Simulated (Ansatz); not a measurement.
Put SnO2 in Im-3m (No. 229): Sn on 12d; O on 24h. The guess for SnO2 was made by a generator: 4-connected net, bridging atoms on its edges, bridges bent.

Level of theory: DFT PBE, scalar-relativistic, plane waves, PAW (Ansatz 0.2.0). Cutoff 420 eV, Γ-centred mesh, Gaussian smearing, no spin polarisation.

Formation energies are uncorrected and refer to the elements' standard structures at the same level (O₂ as a molecule). The references include grey tin.

Task: Which cell and coordinates does it relax to?

Result:

Space group Im-3m (No. 229). a = 10.686 Å, b = 10.686 Å, c = 10.686 Å, α = 90.00°, β = 90.00°, γ = 90.00°
| atom | site | symmetry | x | y | z |
| --- | --- | --- | --- | --- | --- |
| Sn | 12d | -4m.2 | 0.2500 | 0.0000 | 0.5000 |
| O | 24h | m.m2 | 0.8445 | 0.5000 | 0.1555 |

Sn has 4 O at 1.94 Å; around O lie 2 Sn at 1.94 Å. Another local minimum with the same sites may exist.

Task: Where does its energy lie, and is it a metal?

Result: The energy over the elements is −1.217 eV/atom. The gap on the 4×4×4 mesh of the 18-atom cell is 1.78 eV. It lies below the elements, which doesn't yet make it stable against other compounds or structures.

The last run used Gaussian smearing of 0.02 eV. Kohn–Sham gaps at this level usually fall short of measured ones. A structure relaxed within its symmetry needn't be a true minimum.
